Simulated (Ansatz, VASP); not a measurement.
**One calculation of BP, two programs**

```
CELL_PARAMETERS angstrom
0.00000 2.26818 2.26818
2.26818 0.00000 2.26818
2.26818 2.26818 0.00000
ATOMIC_POSITIONS crystal
B 0.00000 0.00000 0.00000
P 0.25000 0.25000 0.25000
```

Alike in both runs: functional r2SCAN; k mesh 10 × 10 × 10; occupations fermi-dirac, width 0.02 eV; no spin polarisation.

Ansatz relaxed the structure, and its values are those at the end. VASP's run is a single point on that final structure, the one shown.

|  | VASP | Ansatz |
| --- | --- | --- |
| version | VASP 6.6.1 | Ansatz 0.2.0 |
| potentials or method | VASP PAW PBE potentials, release 64 (B, P) | PAW plane waves |
| plane-wave cutoff (eV) | 520 | 500 |
| valence electrons in the cell | 8 | 8 |

Ansatz gave:

```
gap on the k mesh at the Fermi level (eV) : 1.41
pressure (GPa)                            : 0.0
```

Question: Estimate VASP's values.

Answer: gap on the k mesh at the Fermi level (eV): 1.45; pressure (GPa): -0.5.

The functional is the same, so the differences come from potentials, cutoffs and numerics.

Caveats: the PAW data sets were made with another functional, which shifts forces and pressure a little (VASP). A k mesh can miss the band edges. r2SCAN opens gaps a little over a GGA but as a rule still falls short of measured ones.
